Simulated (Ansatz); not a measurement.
# TiTe2 (1T (CdI2) bulk type): the dielectric function from several functionals

Aim: the dielectric function of TiTe2 (1T (CdI2) bulk type) in the independent-particle picture, and how it depends on the functional. The runs, in order: optics with PBE on 6×6×4; optics with r2SCAN on 6×6×4.

Computed with Ansatz 0.2.0 (plane waves, PAW; no local fields, no excitons, unless a step's input says otherwise).

2 further runs of the same task are left out: 2 that didn't finish.

**1. The starting structure**

It takes space group P-3m1 (No. 164, trigonal). The conventional cell has a = 3.791 Å, b = 3.791 Å, c = 6.554 Å, α = 90.00°, β = 90.00°, γ = 120.00°. Ti (site symmetry -3m) is surrounded by 6 Te at 2.77 Å. Te (site symmetry 3m) is surrounded by 3 Ti at 2.77 Å.

Coordinates:

```cif
data_structure
_symmetry_space_group_name_H-M 'P 1'
_symmetry_Int_Tables_number 1
_cell_length_a 3.7908
_cell_length_b 3.7908
_cell_length_c 6.5542
_cell_angle_alpha 90.000
_cell_angle_beta 90.000
_cell_angle_gamma 120.000
_cell_volume 81.57
loop_
_atom_site_label
_atom_site_type_symbol
_atom_site_fract_x
_atom_site_fract_y
_atom_site_fract_z
_atom_site_occupancy
Ti1 Ti 0.00000 0.00000 0.00000 1
Te1 Te 0.33333 0.66667 0.25782 1
Te2 Te 0.66667 0.33333 0.74218 1
```

Cell and atoms come from an earlier r2SCAN+rVV10 relaxation. No spin polarisation is used; should the compound be magnetic, its bands and low-energy spectrum would differ. No run includes spin-orbit coupling, which matters for Te.

**2. Optics, PBE**

Contents of input.yaml:

```yaml
crystal:
  lattice:
    - [3.7908320878, 0.0, 0.0]
    - [-1.8954160439, 3.2829568895, 0.0]
    - [0.0, 0.0, 6.55416263]
  atoms:
    - { symbol: Ti, position: [0.0, 0.0, 0.0] }
    - { symbol: Te, position: [0.3333333333, 0.6666666667, 0.2578174199] }
    - { symbol: Te, position: [0.6666666667, 0.3333333333, 0.7421825801] }
kpoints:
  mp_grid: { grid: [6, 6, 4] }
hamiltonian:
  xc: pbe
scf:
  occupations: { method: fermi_dirac, width: 0.02 }
output:
  optics:
    e_range: [0, 12]
    de: 0.05
    sigma: 0.1
    bands: { spectra_wanted_up_to: 12 }
```

On the command line:

```
ansatz run input.yaml --threads 4 --pin off --max-ram 3686MiB --backend cpu --events-out ev --progress --plain --runs-dir out
```

Standard output:

```text
Warning: RAYON_NUM_THREADS=4 ignored (pool sized by the plan → 4); use --threads N
Engine: ansatz 0.2.0, aarch64-unknown-linux-gnu
Pseudopotentials: kind: paw
Pseudopotential: Ti, paw, valence charge 12, recommended cutoff 420 eV (normal), Ti.paw.azcp
Pseudopotential: Te, paw, valence charge 16, recommended cutoff 420 eV (normal), Te.paw.azcp
Functional definition: PBE
  parameter kappa = 0.804
  parameter beta = 0.06672455060314922
  exchange = pbe_x(kappa = kappa, mu = beta*pi^2/3)
  correlation = pbe_c(beta = beta)
Crystal: 3 atoms, lattice volume = 81.567 Å³
Basis set: ecut = 420 eV, 1605 PW (Γ)
Bands: 27, of which v1, the nominal top of the filled ones, is band 22 counted from 1 (21 counted from 0)
Symmetry: 12 space group operations
Space group: P-3m1 (ITA 164), of the structure as read, at distance tolerance 4.3e-5 Å
k-points: 24 of 144
Non-local potential: Ti, projectors of the file, l = 0: 3, l = 1: 2, l = 2: 3, l = 3: 1
Non-local potential: Te, projectors of the file, l = 0: 2, l = 1: 2, l = 2: 2, l = 3: 2
PAW form: soft (Blöchl's): semilocal exchange-correlation on the pseudo side does not see the compensation charge
PAW one-centre angular grid: Ti, 590 points (default); XC on 64 Gauss nodes
PAW one-centre angular grid: Te, 590 points (default); XC on 64 Gauss nodes
Initial density: superposition of atomic densities (neutral atoms: chi_scale 0, normalization atom), corrected by the library's trained network
Initial wavefunctions: pseudopotential atomic-orbital guess
Functional: x = pbe(κ = 0.804, μ = 0.2195149727645171), c = pbe(β = 0.06672455060314922)
SCF iter   1: F=—  HF=-16461.676530 eV  |F-HF|=—  |Δ(HF+E_count)|=         —  Δρ=2.84e-3  dr2=8.06e-3  ethr=1.77e-3  ⟨swp⟩=6.3  Hψ=2966  notcnv=0
preconditioner: auto → LDOS  [insulator: Δε(μ)=0.070 eV  Ē_g=6.287 eV  σ=0.020 eV  W_gap=0.70  n_scr=22 (ndim 8)  ℏωp=16.4 eV  f_vac=0.018  D(μ)=1.35/eV (n_scr^D=2)  ε∞_Penn≈7.8  β→1.0]
SCF iter   2: F=—  HF=-16461.677008 eV  |F-HF|=—  |Δ(HF+E_count)|=   4.78e-4  Δρ=3.00e-3  dr2=1.25e-2  ethr=1.83e-5  ⟨swp⟩=3.0  Hψ=1517  notcnv=0  defer=8
SCF iter   3: F=—  HF=-16461.675301 eV  |F-HF|=—  |Δ(HF+E_count)|=   1.71e-3  Δρ=8.52e-4  dr2=1.06e-3  ethr=1.83e-5  ⟨swp⟩=3.1  Hψ=1260  notcnv=0  defer=8
SCF iter   4: F=—  HF=-16461.675179 eV  |F-HF|=—  |Δ(HF+E_count)|=   1.22e-4  Δρ=1.41e-4  dr2=2.47e-5  ethr=2.41e-6  ⟨swp⟩=1.5  Hψ=657  notcnv=0  defer=8
SCF iter   5: F=—  HF=-16461.675175 eV  |F-HF|=—  |Δ(HF+E_count)|=   3.95e-6  Δρ=2.50e-5  dr2=1.05e-6  ethr=5.61e-8  ⟨swp⟩=2.0  Hψ=1139  notcnv=0  defer=8
SCF iter   6: F=—  HF=-16461.675174 eV  |F-HF|=—  |Δ(HF+E_count)|=   1.02e-6  Δρ=9.23e-6  dr2=1.24e-7  ethr=2.40e-9  ⟨swp⟩=2.0  Hψ=1127  notcnv=0  defer=8
SCF iter   7: F=—  HF=-16461.675174 eV  |F-HF|=—  |Δ(HF+E_count)|=   3.29e-9  Δρ=2.48e-6  dr2=3.42e-9  ethr=2.83e-10  ⟨swp⟩=2.8  Hψ=1138  notcnv=0  defer=8
SCF iter   8: F=—  HF=-16461.675174 eV  |F-HF|=—  |Δ(HF+E_count)|=   2.35e-9  Δρ=6.03e-7  dr2=2.66e-10  ethr=7.78e-12  ⟨swp⟩=2.0  Hψ=1140  notcnv=0  defer=8
SCF iter   9: F=-16461.675174 eV  HF=-16461.675174 eV  |F-HF|=3.64e-12  |Δ(HF+E_count)|=  8.00e-11  Δρ=8.57e-8  dr2=7.06e-12  ethr=1.00e-12  ⟨swp⟩=3.2  Hψ=2175  notcnv=0
SCF 1 converged in 9 iterations: F = -16461.675174 eV  dr2 = 7.06e-12
NSCF: frozen V_eff on 24 k-points
Optics k sum: 0 of 24 k-points
[...]
output.optics: what the bands over the 47 summed would add to eps1, eps2 and the energy-loss function is held between a lower and an upper bound (7 Lanczos steps). eps1, eps2 and their loss function (loss_summed_bands) are given on every row as the summed bands alone make them. Along an axis, on a row where the two bounds hold the loss function to about 1 % of the greater of itself and 0.5 % of |1/eps|, its cell (loss_completed) is given, with the completed eps1 and eps2 that it is formed of (a cell that is left empty reads nan in the table and null in the record). The two bounds hold it so along every axis on all 240 rows up to 12.000 eV. The run works to bound the rows up to 12.000 eV and no higher ones: a peak of the loss function over that energy may be left empty with no warning. To have the run work for it, set output.optics.bands.spectra_wanted_up_to to a higher energy. perfect_screening_sum, loss_f_sum_n_eff and, beside carriers, perfect_screening_limit are those of loss_summed_bands: over the bounded function the two sums would run over rows that are not all bounded, and lack what the bands left out lay past the top of the energy grid. Bounded is said of the bands left out alone, which are those that the basis at basis.ecutwfc holds: it says nothing of that cutoff, of the k-point mesh, of what the sum inside its cells errs by (eps2_relative_error), of the factors of all_electron_strengths, nor of how far the SCF is converged. The bands left out are taken at the k-points, and what their mean over the points' cells stands off that by is in neither bound: the run's estimate of it, which the test of a row counts in, is 0.06 % of |eps| at the most among the values given; where the mean stood off by over 0.5 % the points' spread read 0.1 to 3 times that
SCF converged after 9 iterations
Free energy (F): -16461.675174 eV
Harris-Foulkes:  -16461.675174 eV  (|F-HF|=3.64e-12)
Internal energy: -16461.673297 eV  (E = F + TS)
E sigma→0 (E₀):  -16461.674235 eV
Entropy (-TS):   -0.001878 eV (-0.626 meV/atom)
Fermi energy:    10.027481 eV
--- Per-component energies (eV) ---
  E_band       = -678.960560
  E_kinetic    = 633.097612
  E_local      = -3531.534266  (includes V_loc(G=0)·N_el)
  E_nonlocal   = -611.948704
  E_hartree    = 2046.761942
  E_xc         = -346.447034
  E_vxc        = -330.811937  (∫ρ·V_xc dr)
  E_paw        = -10372.640791  (= ΣΔE_a)
  E_vpaw       = -931.287001  (= ΣTr[D̂ρ^β])
  E_aug_tail   = -0.000249  (compensation charges beyond the density's cutoff)
  E_ewald      = -4278.961807
  E_smearing   = -0.001878  (= −TS)
  E_closure    = -0.000000  (closes the sum)
  Σ components = -16461.675174   (vs F -16461.675174, Δ=0.00e0)
--- Band table (eV; the first three rows and the last of 24) ---
  k-point 0: bands = ["-47.4369", "-26.4806", "-26.4806", "-26.4756", "-26.4756", "-26.4593", "-26.4593", "-26.4576", "-26.4576", "-26.4527", "-26.4508", "-23.6872", "-23.6872", "-23.6632", "-2.3245", "-0.8800", "4.8954", "8.2980", "8.2980", "10.4101", "10.4117", "10.4117", "10.4957", "11.0365", "11.0365", "13.1355", "13.1355"]
  k-point 1: bands = ["-47.4369", "-26.4816", "-26.4816", "-26.4748", "-26.4748", "-26.4590", "-26.4590", "-26.4577", "-26.4577", "-26.4524", "-26.4511", "-23.6872", "-23.6872", "-23.6632", "-2.1765", "-1.1469", "5.4993", "8.3275", "8.3275", "9.0025", "10.4067", "10.4067", "10.8967", "10.8967", "10.9573", "13.3257", "13.3257"]
  k-point 2: bands = ["-47.4369", "-26.4824", "-26.4824", "-26.4741", "-26.4741", "-26.4587", "-26.4587", "-26.4579", "-26.4579", "-26.4518", "-26.4517", "-23.6872", "-23.6872", "-23.6632", "-1.8911", "-1.5407", "6.6586", "7.4992", "8.3585", "8.3585", "10.4024", "10.4024", "10.7688", "10.7688", "11.0401", "13.5093", "13.5093"]
  k-point 23: bands = ["-47.4341", "-26.4817", "-26.4751", "-26.4751", "-26.4706", "-26.4598", "-26.4598", "-26.4581", "-26.4576", "-26.4462", "-26.4462", "-23.7185", "-23.7185", "-23.6420", "-0.3359", "-0.3359", "6.0160", "6.0160", "6.3105", "6.9010", "8.3048", "8.3048", "10.9748", "11.0406", "11.0406", "12.9700", "12.9700"]
```

Wall time 85 s (4 threads of Arm Neoverse V1, shared host); peak memory 0.91 GiB.

From the head of optics.tsv:

```
# eps2_relative_error = 0.0020
# drude_weight_relative_error = 0.0611
# drude_damping_ev = 0e0
# drude_plasma_energy_squared_ev2(xx yy zz xy xz yz) = 10.853412 10.853412 4.973739 0.000000 0.000000 -0.000000
# drude_plasma_energy_ev(xx yy zz) = 3.294452 3.294452 2.230188
# f_sum_n_eff(xx yy zz) = 22.835428 22.835428 22.910942 of n_electrons = 44.000000
# n_bands = 47
# n_bands_set_by = photon_energy
# valid_up_to_ev = 15.304465
```

The dielectric function from optics.tsv (yy equals xx), one row in 6 (narrow peaks fall between the rows):

```tsv
E (eV)	ε₂ xx	ε₂ zz	ε₁ xx	ε₁ zz
0.05	26.11	25.12	-4247.80	-1921.40
0.35	12.62	16.33	-54.32	-25.92
0.65	41.98	8.58	10.83	0.09
0.95	37.16	6.41	1.39	9.15
1.25	28.28	9.68	-14.60	10.91
1.55	11.02	8.87	-6.11	9.87
1.85	9.70	8.90	2.40	10.58
2.15	12.50	9.40	2.06	10.63
2.45	9.76	10.25	2.10	11.11
2.75	12.26	14.94	3.49	11.36
3.05	10.99	15.72	1.04	4.87
3.35	9.77	14.10	1.64	4.81
3.65	11.43	13.91	1.41	1.39
3.95	9.42	10.55	-1.22	-1.64
4.25	8.97	8.79	-1.07	-0.04
4.55	7.02	7.67	-2.19	-0.34
4.85	6.08	6.89	-1.84	0.02
5.15	5.33	6.90	-1.56	0.49
5.45	4.29	6.81	-1.51	0.56
5.75	3.08	5.87	-0.64	-0.41
6.05	2.80	5.24	1.07	1.42
6.35	3.70	5.90	2.10	1.95
6.65	4.84	7.88	2.72	1.81
6.95	5.97	8.30	2.35	-0.39
7.25	7.52	7.54	0.74	-2.32
7.55	6.82	5.63	-0.60	-2.74
7.85	6.43	4.81	-1.64	-2.26
8.15	5.92	4.53	-2.12	-1.69
8.45	4.43	4.41	-2.67	-1.69
8.75	3.71	4.32	-2.16	-1.71
9.05	3.75	4.06	-1.81	-2.04
9.35	3.55	3.62	-2.15	-2.37
9.65	2.92	3.30	-2.38	-2.45
9.95	2.46	2.71	-2.14	-2.30
10.25	2.21	2.41	-1.98	-2.07
10.55	1.85	2.25	-1.81	-1.94
10.85	1.70	2.02	-1.47	-1.89
11.15	1.74	1.90	-1.30	-1.87
11.45	1.61	1.53	-1.21	-1.74
11.75	1.71	1.48	-1.19	-1.63
```

Tallest peaks of ε₂ (mean of the periodic axes): 45.1 at 0.15 eV, 31.2 at 0.70 eV, 28.0 at 1.10 eV. The bands are partly filled, so the low end hangs on the mesh and the damping.

**3. Optics, r2SCAN**

Edit input.yaml of step 2 so:

```diff
@@ -12,3 +12,3 @@
 hamiltonian:
-  xc: pbe
+  xc: r2scan
 scf:
```

On the command line:

```
ansatz run input.yaml --threads 4 --pin off --max-ram 3686MiB --backend cpu --events-out ev --progress --plain --runs-dir out
```

Standard output:

```text
Warning: RAYON_NUM_THREADS=4 ignored (pool sized by the plan → 4); use --threads N
[... 2 set-up lines as earlier in the session ...]
Pseudopotential: Ti, paw, valence charge 12, recommended cutoff 500 eV (meta_gga), Ti.paw.azcp
Pseudopotential: Te, paw, valence charge 16, recommended cutoff 500 eV (meta_gga), Te.paw.azcp
Functional definition: r2SCAN
  parameter k0 = 0.174
  parameter k1 = 0.065
  parameter a1 = 4.9479
  exchange = r2scan_x(k0 = k0, k1 = k1, a1 = a1)
  correlation = r2scan_c
Crystal: 3 atoms, lattice volume = 81.567 Å³
Basis set: ecut = 500 eV, 2027 PW (Γ), exchange–correlation on 120×120×192 points (64 copies of the dense FFT grid, shifted against one another)
Bands: 27, of which v1, the nominal top of the filled ones, is band 22 counted from 1 (21 counted from 0)
[... 2 set-up lines as earlier in the session ...]
k-points: 24 of 144
[... 3 set-up lines as earlier in the session ...]
PAW frozen core: Ti, regenerated for the run's functional (the file was generated under x = pbe(κ = 0.804, μ = 0.2195149727645171), c = pbe(β = 0.06672455060314922))
PAW frozen core: Te, regenerated for the run's functional (the file was generated under x = pbe(κ = 0.804, μ = 0.2195149727645171), c = pbe(β = 0.06672455060314922))
PAW one-centre angular grid: Ti, 590 points (default); XC on 160 Gauss nodes
PAW one-centre angular grid: Te, 590 points (default); XC on 160 Gauss nodes
[... 2 set-up lines as earlier in the session ...]
Functional: x = r2scan, c = r2scan; τ floored in thin density (d = 2e-4 eV/Å³)
SCF iter   1: F=—  HF=-16496.524166 eV  |F-HF|=—  |Δ(HF+E_count)|=         —  Δρ=2.14e-2  dr2=7.87e-1  dr2_τ=2.34e-2  ethr=1.77e-3  ⟨swp⟩=6.3  Hψ=2973  notcnv=0
preconditioner: auto → LDOS  [metal: Δε(μ)=0.005 eV  Ē_g=6.897 eV  σ=0.020 eV  W_gap=0.06  n_scr=22 (ndim 8)  ℏωp=16.4 eV  f_vac=0.017  D(μ)=2.13/eV (n_scr^D=22)  β→1.0]
SCF iter   2: F=—  HF=-16496.525312 eV  |F-HF|=—  |Δ(HF+E_count)|=   1.15e-3  Δρ=1.74e-2  dr2=4.47e-1  dr2_τ=3.22e-2  ethr=1.77e-3  ⟨swp⟩=3.0  Hψ=1046  notcnv=0  defer=11
SCF iter   3: F=—  HF=-16496.490951 eV  |F-HF|=—  |Δ(HF+E_count)|=   3.44e-2  Δρ=2.32e-3  dr2=3.38e-3  dr2_τ=1.18e-4  ethr=1.02e-3  ⟨swp⟩=2.1  Hψ=787  notcnv=0  defer=11
SCF iter   4: F=—  HF=-16496.492719 eV  |F-HF|=—  |Δ(HF+E_count)|=   1.77e-3  Δρ=8.47e-4  dr2=1.07e-3  dr2_τ=2.66e-5  ethr=7.68e-6  ⟨swp⟩=2.4  Hψ=1112  notcnv=0  defer=11
SCF iter   5: F=—  HF=-16496.492589 eV  |F-HF|=—  |Δ(HF+E_count)|=   1.30e-4  Δρ=4.54e-4  dr2=4.70e-4  dr2_τ=4.14e-6  ethr=2.43e-6  ⟨swp⟩=2.8  Hψ=1191  notcnv=0  defer=11
SCF iter   6: F=—  HF=-16496.492563 eV  |F-HF|=—  |Δ(HF+E_count)|=   2.62e-5  Δρ=7.83e-5  dr2=4.39e-6  dr2_τ=2.32e-7  ethr=1.07e-6  ⟨swp⟩=1.6  Hψ=652  notcnv=0  defer=11
SCF iter   7: F=—  HF=-16496.492566 eV  |F-HF|=—  |Δ(HF+E_count)|=   3.04e-6  Δρ=2.51e-5  dr2=8.36e-7  dr2_τ=1.80e-8  ethr=9.99e-9  ⟨swp⟩=2.0  Hψ=1148  notcnv=0  defer=11
SCF iter   8: F=—  HF=-16496.492566 eV  |F-HF|=—  |Δ(HF+E_count)|=   1.47e-7  Δρ=1.04e-5  dr2=1.83e-7  dr2_τ=5.45e-9  ethr=1.90e-9  ⟨swp⟩=2.0  Hψ=756  notcnv=0  defer=11
SCF iter   9: F=—  HF=-16496.492566 eV  |F-HF|=—  |Δ(HF+E_count)|=   3.70e-9  Δρ=4.92e-6  dr2=4.46e-8  dr2_τ=2.64e-10  ethr=4.17e-10  ⟨swp⟩=1.0  Hψ=637  notcnv=0  defer=11
SCF iter  10: F=—  HF=-16496.492566 eV  |F-HF|=—  |Δ(HF+E_count)|=   2.44e-9  Δρ=4.94e-7  dr2=2.76e-10  dr2_τ=8.28e-12  ethr=1.01e-10  ⟨swp⟩=1.7  Hψ=666  notcnv=0  defer=11
SCF iter  11: F=-16496.492566 eV  HF=-16496.492566 eV  |F-HF|=3.64e-12  |Δ(HF+E_count)|=  1.46e-11  Δρ=9.21e-8  dr2=4.30e-12  dr2_τ=3.00e-13  ethr=1.00e-12  ⟨swp⟩=4.8  Hψ=2489  notcnv=0
SCF 1 converged in 11 iterations: F = -16496.492566 eV  dr2 = 4.30e-12
NSCF: frozen V_eff on 24 k-points
Optics k sum: 0 of 24 k-points
[...]
output.optics: what the bands over the 47 summed would add to eps1, eps2 and the energy-loss function is held between a lower and an upper bound (7 Lanczos steps). eps1, eps2 and their loss function (loss_summed_bands) are given on every row as the summed bands alone make them. Along an axis, on a row where the two bounds hold the loss function to about 1 % of the greater of itself and 0.5 % of |1/eps|, its cell (loss_completed) is given, with the completed eps1 and eps2 that it is formed of (a cell that is left empty reads nan in the table and null in the record). The two bounds hold it so along every axis on all 240 rows up to 12.000 eV. The run works to bound the rows up to 12.000 eV and no higher ones: a peak of the loss function over that energy may be left empty with no warning. To have the run work for it, set output.optics.bands.spectra_wanted_up_to to a higher energy. perfect_screening_sum, loss_f_sum_n_eff and, beside carriers, perfect_screening_limit are those of loss_summed_bands: over the bounded function the two sums would run over rows that are not all bounded, and lack what the bands left out lay past the top of the energy grid. Bounded is said of the bands left out alone, which are those that the basis at basis.ecutwfc holds: it says nothing of that cutoff, of the k-point mesh, of what the sum inside its cells errs by (eps2_relative_error), of the factors of all_electron_strengths, nor of how far the SCF is converged. The bands left out are taken at the k-points, and what their mean over the points' cells stands off that by is in neither bound: the run's estimate of it, which the test of a row counts in, is 0.05 % of |eps| at the most among the values given; where the mean stood off by over 0.5 % the points' spread read 0.1 to 3 times that
SCF converged after 11 iterations
Free energy (F): -16496.492566 eV
Harris-Foulkes:  -16496.492566 eV  (|F-HF|=3.64e-12)
Internal energy: -16496.489299 eV  (E = F + TS)
E sigma→0 (E₀):  -16496.490933 eV
Entropy (-TS):   -0.003267 eV (-1.089 meV/atom)
Fermi energy:    10.000117 eV
--- Per-component energies (eV) ---
  E_band       = -717.296929
  E_kinetic    = 633.073973
  E_local      = -3528.291566  (includes V_loc(G=0)·N_el)
  E_nonlocal   = -612.877537
  E_hartree    = 2044.203689
  E_xc         = -324.074603
  E_vxc        = -356.820152  (∫ρ·V_xc dr)
  E_paw        = -10429.877706  (= ΣΔE_a)
  E_vpaw       = -963.357402  (= ΣTr[D̂ρ^β])
  E_aug_tail   = 0.000005  (compensation charges beyond the density's cutoff)
  E_vtau       = 22.568359  (kinetic-family band-sum trace: ∫τ·v_τ [+ j·A + Jᵃ·Aᵃ] dr)
  E_ewald      = -4278.961807
  E_core_change = 0.316254  (= ΣΔE_core)
  E_smearing   = -0.003267  (= −TS)
  E_closure    = 0.000000  (closes the sum)
  Σ components = -16496.492566   (vs F -16496.492566, Δ=0.00e0)
--- Band table (eV; the first three rows and the last of 24) ---
  k-point 0: bands = ["-50.0812", "-27.4176", "-27.4176", "-27.4094", "-27.4094", "-27.3860", "-27.3860", "-27.3844", "-27.3844", "-27.3746", "-27.3725", "-25.2573", "-25.2573", "-25.2393", "-2.9396", "-1.4051", "4.5900", "8.0164", "8.0164", "10.3454", "10.3835", "10.3835", "10.4692", "10.9090", "10.9090", "13.1363", "13.1363"]
  k-point 1: bands = ["-50.0812", "-27.4186", "-27.4186", "-27.4087", "-27.4087", "-27.3857", "-27.3857", "-27.3845", "-27.3845", "-27.3743", "-27.3728", "-25.2573", "-25.2573", "-25.2393", "-2.7857", "-1.6858", "5.2246", "8.0462", "8.0462", "8.8728", "10.3789", "10.3789", "10.7674", "10.7674", "11.0061", "13.3276", "13.3276"]
  k-point 2: bands = ["-50.0812", "-27.4194", "-27.4194", "-27.4081", "-27.4081", "-27.3850", "-27.3850", "-27.3849", "-27.3849", "-27.3737", "-27.3734", "-25.2573", "-25.2573", "-25.2393", "-2.4971", "-2.0900", "6.4441", "7.3040", "8.0774", "8.0774", "10.3760", "10.3760", "10.6365", "10.6365", "11.1168", "13.5122", "13.5122"]
  k-point 23: bands = ["-50.0783", "-27.4188", "-27.4085", "-27.4085", "-27.4035", "-27.3884", "-27.3884", "-27.3858", "-27.3843", "-27.3672", "-27.3672", "-25.2911", "-25.2911", "-25.2124", "-0.8260", "-0.8260", "5.7349", "5.7349", "6.0094", "6.6296", "8.0327", "8.0327", "11.0520", "11.0911", "11.0911", "12.9265", "12.9265"]
```

It took 1.7 min on 4 threads of Arm Neoverse V1, shared host; peak memory 1.1 GiB.

optics.tsv begins:

```
# eps2_relative_error = 0.0022
# drude_weight_relative_error = 0.1824
# drude_damping_ev = 0e0
# drude_plasma_energy_squared_ev2(xx yy zz xy xz yz) = 9.164625 9.164625 4.061869 0.000000 0.000000 -0.000000
# drude_plasma_energy_ev(xx yy zz) = 3.027313 3.027313 2.015408
# f_sum_n_eff(xx yy zz) = 24.012456 24.012456 24.068077 of n_electrons = 44.000000
# n_bands = 47
# n_bands_set_by = photon_energy
# valid_up_to_ev = 15.977086
```

The dielectric function from optics.tsv (yy equals xx), one row in 6 (narrow peaks fall between the rows):

```csv
E (eV),ε₂ xx,ε₂ zz,ε₁ xx,ε₁ zz
0.05,28.58,22.85,-3583.70,-1569.60
0.35,6.25,8.42,-45.25,-16.79
0.65,29.41,8.39,15.55,3.16
0.95,32.73,5.82,8.20,8.20
1.25,31.74,7.34,0.53,10.43
1.55,16.18,7.68,-10.10,9.54
1.85,7.96,6.81,-1.79,9.69
2.15,9.06,7.29,3.97,10.40
2.45,10.26,7.58,3.43,11.01
2.75,10.74,9.76,5.73,12.73
3.05,11.83,14.15,1.85,11.41
3.35,10.13,15.83,0.99,5.65
3.65,9.79,14.90,1.73,2.35
3.95,10.84,13.01,-0.60,-0.28
4.25,8.32,9.18,-1.22,-1.36
4.55,8.13,8.35,-1.62,-0.52
4.85,6.25,7.05,-1.93,-0.34
5.15,5.33,6.00,-1.72,-0.36
5.45,4.61,6.38,-1.59,0.00
5.75,3.39,4.94,-1.26,-0.22
6.05,2.70,4.34,-0.32,0.56
6.35,2.53,4.75,0.79,1.70
6.65,2.51,4.54,1.77,1.68
6.95,3.54,5.39,2.63,2.71
7.25,4.85,7.62,2.72,1.88
7.55,5.43,7.68,2.51,0.03
7.85,6.72,6.81,1.23,-1.56
8.15,6.23,5.29,0.13,-1.86
8.45,6.18,4.76,-0.56,-1.44
8.75,6.22,4.54,-1.99,-1.22
9.05,4.43,4.61,-2.41,-1.48
9.35,3.78,4.59,-1.82,-1.61
9.65,3.56,3.95,-1.55,-1.93
9.95,3.66,3.59,-1.84,-2.03
10.25,3.12,3.44,-2.20,-2.21
10.55,2.50,2.79,-2.02,-2.20
10.85,2.25,2.39,-1.80,-1.91
11.15,1.98,2.36,-1.67,-1.76
11.45,1.76,2.15,-1.41,-1.85
11.75,1.73,1.91,-1.26,-1.84
```

Tallest peaks of ε₂ (mean of the periodic axes): 40.2 at 0.10 eV, 24.1 at 0.85 eV, 23.6 at 1.25 eV. The bands are partly filled, so the low end hangs on the mesh and the damping.

**4. Comparison**

```
 level   mesh  tallest peak of ε₂     time
   PBE  6×6×4     45.1 at 0.15 eV     85 s
r2SCAN  6×6×4     40.2 at 0.10 eV  1.7 min
```

**5. Results**

```
                  quantity            value
   tallest peak of ε₂, PBE  45.1 at 0.15 eV
tallest peak of ε₂, r2SCAN  40.2 at 0.10 eV
```

What this shows: The bands overlap (by 0.6 eV on the mesh), so no ε∞ is quoted there; free carriers add a Drude term, which without damping shows in ε₁ alone. For such bands the peaks and the Drude weight on a 6×6×4 mesh aren't converged.
